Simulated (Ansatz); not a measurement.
The geometry is COD entry 2101853, unchecked; take it as a test cell. The listed cell was then made from it by scaling, straining or moving an atom.

SnO2: DFT, PBE, all-electron PAW with datasets made for the crystal, scalar-relativistic (Ansatz 0.2.0). What sets it apart from a plain run of this crystal: equal xy, yz and zx engineering shear strains of -1 %.

Command: `ansatz run input.yaml --threads 2 --pin off --max-ram 6144MiB --backend cpu --events-out ev --progress --plain --runs-dir out` The run took 8.2 s on 2 threads of Intel(R) Xeon(R) 6975P-C (Granite Rapids) (shared host), peak memory 0.89 GiB.

```yaml
crystal:
  lattice:
    - [4.73735, -0.02368675, -0.02368675]
    - [-0.02368675, 4.73735, -0.02368675]
    - [-0.015932, -0.015932, 3.1864]
  atoms:
    - { symbol: Sn, position: [0.0, 0.0, 0.0] }
    - { symbol: Sn, position: [0.5, 0.5, 0.5] }
    - { symbol: O, position: [0.30562, 0.30562, 0.0] }
    - { symbol: O, position: [0.19438, 0.80562, 0.5] }
    - { symbol: O, position: [0.69438, 0.69438, 0.0] }
    - { symbol: O, position: [0.80562, 0.19438, 0.5] }
kpoints:
  mp_grid: { grid: [4, 4, 6] }
scf:
  occupations: { method: fermi_dirac, width: 0.03 }
hamiltonian:
  xc: pbe
  pseudopotentials: { kind: all_electron, datasets: crystal }
output:
  forces: true
  stress: true
  eigenvalues: true
  efg: { contact_densities: true }
```

Output (standing set-up lines are left out):

```
hamiltonian.pseudopotentials.datasets: crystal makes datasets for this crystal and solves the spheres of its atoms anew in each pass: cutoff 460.0 eV, the density's 1840.0 eV; for an error of 0.50 meV an atom under PBE, 3.0 meV for the cell; an energy difference from a run of another recipe may be off by several times the error for the cell, under r2SCAN by more, where some 0.1 meV an atom stays at smaller errors; O in spheres of 0.910 Å, 6 of its electrons in bands; Sn in spheres of 1.122 Å, 14 of its electrons in bands, 8 on its site; only band paths and densities of states list, in semicore columns, the levels of the semicore shells that are solved separately: 4s of Sn, 4p of Sn
Crystal: 6 atoms, lattice volume = 71.505 Å³
Basis set: ecut = 460 eV, 1597 PW (Γ), exchange–correlation on 72×72×48 points (8 copies of the dense FFT grid, shifted against one another)
Symmetry: 4 space group operations
Space group: C2/m (ITA 12), of the structure as read, at distance tolerance 4.2e-5 Å
k-points: 34 of 96
PAW one-centre angular grid: O, 110 points (default); XC on its mesh's 1913 points in the sphere
iter 1 solved again at ethr=4.15e-2 eV; its pass at ethr=1.00e-1 eV (dr2=2.16e1 eV) is discarded
SCF iter   1: F=—  HF=-344378.084058 eV  |F-HF|=—  |Δ(HF+E_count)|=         —  Δρ=1.80e-1  dr2=2.16e1  ethr=4.15e-2  ⟨swp⟩=2.0  Hψ=5195  notcnv=0
preconditioner: auto → Resta (q_TF=auto, 2.587 Å⁻¹)  ε∞=3.6  [insulator: Δε(μ)=3.537 eV  Ē_g=19.648 eV  σ=0.030 eV  W_gap=1.00  n_scr=18 (ndim 8)  ℏωp=31.7 eV  f_vac=0.000  D(μ)=0.00/eV (n_scr^D=0)  ε∞_Penn≈3.6]
iter 2 solved again at ethr=1.55e-3 eV; its pass at ethr=4.15e-2 eV (dr2=8.06e-1 eV) is discarded
SCF iter   2: F=—  HF=-344372.221472 eV  |F-HF|=—  |Δ(HF+E_count)|=    5.86e0  Δρ=5.00e-2  dr2=8.02e-1  ethr=1.55e-3  ⟨swp⟩=2.9  Hψ=4956  notcnv=0  defer=6
SCF iter   3: F=—  HF=-344372.081509 eV  |F-HF|=—  |Δ(HF+E_count)|=   1.40e-1  Δρ=2.69e-2  dr2=2.80e-1  ethr=1.54e-3  ⟨swp⟩=2.3  Hψ=2186  notcnv=0  defer=4
SCF iter   4: F=—  HF=-344372.063367 eV  |F-HF|=—  |Δ(HF+E_count)|=   1.81e-2  Δρ=3.92e-3  dr2=5.04e-3  ethr=5.39e-4  ⟨swp⟩=4.2  Hψ=2747  notcnv=0  defer=8
SCF iter   5: F=—  HF=-344372.069195 eV  |F-HF|=—  |Δ(HF+E_count)|=   5.83e-3  Δρ=1.51e-3  dr2=1.14e-3  ethr=9.69e-6  ⟨swp⟩=3.8  Hψ=3079  notcnv=0  defer=12
SCF iter   6: F=—  HF=-344372.069311 eV  |F-HF|=—  |Δ(HF+E_count)|=   1.15e-4  Δρ=1.35e-3  dr2=1.00e-3  ethr=2.19e-6  ⟨swp⟩=3.5  Hψ=3111  notcnv=0  defer=6
SCF iter   7: F=—  HF=-344372.069102 eV  |F-HF|=—  |Δ(HF+E_count)|=   2.09e-4  Δρ=2.60e-4  dr2=3.71e-5  ethr=1.92e-6  ⟨swp⟩=3.2  Hψ=2158  notcnv=0  defer=7
SCF iter   8: F=—  HF=-344372.069094 eV  |F-HF|=—  |Δ(HF+E_count)|=   7.62e-6  Δρ=8.28e-5  dr2=4.19e-6  ethr=7.13e-8  ⟨swp⟩=3.2  Hψ=2308  notcnv=0  defer=7
SCF iter   9: F=—  HF=-344372.069098 eV  |F-HF|=—  |Δ(HF+E_count)|=   3.69e-6  Δρ=1.89e-5  dr2=2.22e-7  ethr=8.06e-9  ⟨swp⟩=3.2  Hψ=2431  notcnv=0  defer=6
SCF iter  10: F=-344372.069098 eV  HF=-344372.069098 eV  |F-HF|=9.31e-10  |Δ(HF+E_count)|=   1.39e-7  Δρ=4.19e-6  dr2=1.17e-8  ethr=4.28e-10  ⟨swp⟩=3.1  Hψ=2353  notcnv=0  defer=5
SCF 1 converged in 10 iterations: F = -344372.069096 eV  dr2 = 1.17e-8
  Residual-converged pass: ⟨swp⟩=3.0  Hψ=2414  notcnv=0  max |occ|·‖R‖ = 6.6e-6 eV (tolerance 6.7e-6 eV)  dr2=1.13e-8  dr2_onsite=3.60e-9  max |Δocc| = 2.1e-14
  greatest PAW one-centre occupation: 0.976 electrons in one spin orbital (limit 2), on the Sn atom at site 0 (counted from 0), in its partial waves of l = 2
SCF converged after 10 iterations
Free energy (F): -344372.069096 eV
Harris-Foulkes:  -344372.069096 eV  (|F-HF|=9.31e-10)
Internal energy: -344372.069096 eV  (E = F + TS)
E sigma→0 (E₀):  -344372.069096 eV
Past the cutoff: the bands carry plane waves up to 1.75 times it, of which those up to 1.5 times it add -0.000194 eV an atom, each by itself; the spheres take 0.000158 eV an atom off the energy for waves past 1.75 times it
By the cutoff:   a pressure is off by up to 0.007 GPa (1.2 times the spheres' own share and the shells' term, over an atom's volume, and 0.004 GPa: a bound that held against runs at twice the plane waves)
Past the cutoffs: a stress includes 0.0024 GPa for waves and charges beyond them, in addition to the slope of what the spheres take
In the spheres:  the bands' charges fall short by 6.7e-7 e at most (sound up to 1e-3), those of shells solved beside the bands by 2.2e-7 e (sound up to 5e-4)
Fermi energy:    12.462089 eV
--- Per-component energies (eV) ---
  The terms above E_closure are by the made datasets' own strengths, without shells solved beside the bands.
--- Forces (eV/Å), atoms counted from 1 ---
  atom   1  Sn     0.00000000     0.00000000     0.00000000
  atom   2  Sn    -0.00000000     0.00000000     0.00000000
  atom   3  O      0.00104212     0.00104212    -0.12810102
  atom   4  O      0.04868892    -0.04868892     0.00000000
  atom   5  O     -0.00104212    -0.00104212     0.12810102
  atom   6  O     -0.04868892     0.04868892     0.00000000
  max |Σ_I F_I| component: 6.94e-18 eV/Å
--- Stress (GPa, compression-positive) ---
       10.051824       2.153722       1.188605
        2.153722      10.051824       1.188605
        1.188605       1.188605      12.343871
  P = ⅓ Tr σ = 10.8158 GPa (108.158 kbar)
  It holds what live shells' own plane waves past their cutoff add
--- PAW observables at the nuclei: V_zz in 10²¹ V/m², potentials from the cell's mean, atoms counted from 1 ---
  atom   1  Sn V_zz =    +6.199280   η = 0.3177   by run symmetry: allowed
            electrostatic potential = -8174.232795 V   contact ρ = 1236146.399057 e/Å³
  atom   2  Sn V_zz =    +6.178072   η = 0.9327   by run symmetry: allowed
            electrostatic potential = -8174.181729 V   contact ρ = 1236146.433439 e/Å³
  atom   3  O  V_zz =   -10.440290   η = 0.1142   by run symmetry: allowed
            electrostatic potential = -627.295161 V   contact ρ = 2157.404726 e/Å³
  atom   4  O  V_zz =   -10.437999   η = 0.1559   by run symmetry: allowed
            electrostatic potential = -627.356809 V   contact ρ = 2157.450346 e/Å³
  atom   5  O  V_zz =   -10.440290   η = 0.1142   by run symmetry: allowed
            electrostatic potential = -627.295161 V   contact ρ = 2157.404726 e/Å³
  atom   6  O  V_zz =   -10.437999   η = 0.1559   by run symmetry: allowed
            electrostatic potential = -627.356809 V   contact ρ = 2157.450346 e/Å³
--- Band table (eV; the first three rows and the last of 34) ---
  k-point 0: bands = ["-9.3263", "-8.5347", "-8.2760", "-8.2698", "-8.2170", "-8.1709", "-8.1245", "-8.0288", "-8.0222", "-7.9898", "-7.1117", "-5.3443", "-5.2133", "-3.4381", "3.6751", "7.7384", "7.7454", "7.9018", "8.7110", "9.8375", "9.9337", "10.5465", "10.6481", "11.0222", "11.0812", "11.8338", "13.0904", "18.0493", "18.1454"]
  k-point 1: bands = ["-9.1989", "-8.5287", "-8.4563", "-8.3912", "-8.2275", "-8.1846", "-8.1145", "-8.0600", "-8.0256", "-8.0222", "-6.9562", "-4.9276", "-4.8119", "-3.6517", "3.6687", "7.6824", "7.9968", "7.9983", "8.3227", "8.8932", "9.6345", "9.6883", "9.7418", "11.0356", "11.1012", "11.6024", "14.5748", "18.5363", "19.2319"]
  k-point 2: bands = ["-8.9363", "-8.8835", "-8.8393", "-8.3644", "-8.1173", "-8.1139", "-8.0909", "-8.0752", "-8.0636", "-8.0291", "-6.3774", "-4.3319", "-4.1800", "-4.0901", "3.8439", "6.2168", "7.6151", "8.0752", "8.1839", "8.7919", "8.8318", "8.9080", "9.4115", "10.7873", "10.8863", "10.9814", "16.6165", "18.8012", "20.6870"]
  k-point 33: bands = ["-9.1030", "-9.0133", "-8.6114", "-8.5820", "-8.1414", "-8.1031", "-8.0708", "-8.0291", "-8.0268", "-7.9833", "-5.2324", "-5.1414", "-3.9041", "-3.8292", "3.8340", "3.8674", "6.7862", "6.8485", "9.2203", "9.3025", "9.4436", "9.4557", "10.8538", "10.8950", "10.9391", "11.0615", "16.6508", "16.7160", "20.7182"]
```
